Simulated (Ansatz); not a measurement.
FeO:

```
Fe O
1.0
    -1.60210    1.60210    2.08339
     1.60210   -1.60210    2.08339
     1.60210    1.60210   -2.08339
Fe O
1 1
Direct
  0.00000 0.00000 0.00000
  0.50000 0.50000 0.00000
```

The cell comes from a database or a generator and needn't be the stable form of this composition.

Base run:

```yaml
Program: Ansatz 0.2.0
Functional: PBEsol
Potentials_or_basis: Ansatz PAW
Cutoff: "420 eV (not typed: the program's choice for these potentials)"
k_mesh: 10 × 10 × 10
Occupations: fermi-dirac, width 0.05 eV
Spin: collinear spin, ferromagnetic start
Starting_moments: "[4.5, 0.0] μB"
Fixed_moment: 4.5 μB
```

Its results: pressure -6.3 GPa; site moments Fe +3.58; O +0.47 μB.

The run is repeated on the same cell with these changes: fixed moment from 4.5 μB to 3.8 μB; moments at the start from [4.5, 0.0] to [3.8, 0.0]. What comes out?

Pressure -18.4 GPa; site moments Fe +3.26; O +0.26 μB.

Caveats: the total moment is fixed, so each spin has its own Fermi level; a cell with one magnetic atom can't hold antiferromagnetic order, which such compounds often take; the PAW data sets come from PBE, with cores solved anew for the run's functional, which leaves a small shift of forces and pressure; the thresholds are loose for stress.
